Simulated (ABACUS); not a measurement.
CuI (Marshite): single point with revTPSS

The system is CuI (Marshite).

```
CELL_PARAMETERS angstrom
-3.03150 0.00000 3.03150
0.00000 3.03150 3.03150
-3.03150 3.03150 0.00000
ATOMIC_POSITIONS crystal
I 0.00000 0.00000 0.00000
Cu 0.25000 0.25000 0.25000
```

* Program: ABACUS 3.10.1
* Task: single point
* Functional: revTPSS
* Potentials or basis: SG15 ONCV 1.2 PBE
* Cutoff: 1442 eV
* Density cutoff: 5769 eV
* Basis: plane waves
* k mesh: 5 × 5 × 5
* Occupations: fermi-dirac, width 0.05 eV
* Spin: no spin polarisation

| Quantity | Value |
| --- | --- |
| Pressure | -1.1 GPa |
| Band gap on the k mesh | 1.28 eV, direct |

Levels at points of the mesh, in eV from the valence-band top:
| k point | band 16 | band 17 | band 18 | band 19 | band 20 | band 21 |
| --- | --- | --- | --- | --- | --- | --- |
| (0.00, 0.00, 0.00) | 0.00 | 0.00 | 0.00 | 1.28 | 5.10 | 5.10 |

It took 53 s on 4 MPI ranks on Intel(R) Xeon(R) Platinum 8488C (Sapphire Rapids) (shared host), peak memory 0.64 GiB a rank.

Caveat: the potentials were made for another functional, which shifts forces and pressure; spin-orbit coupling is left out, which moves the levels of the heavy elements.
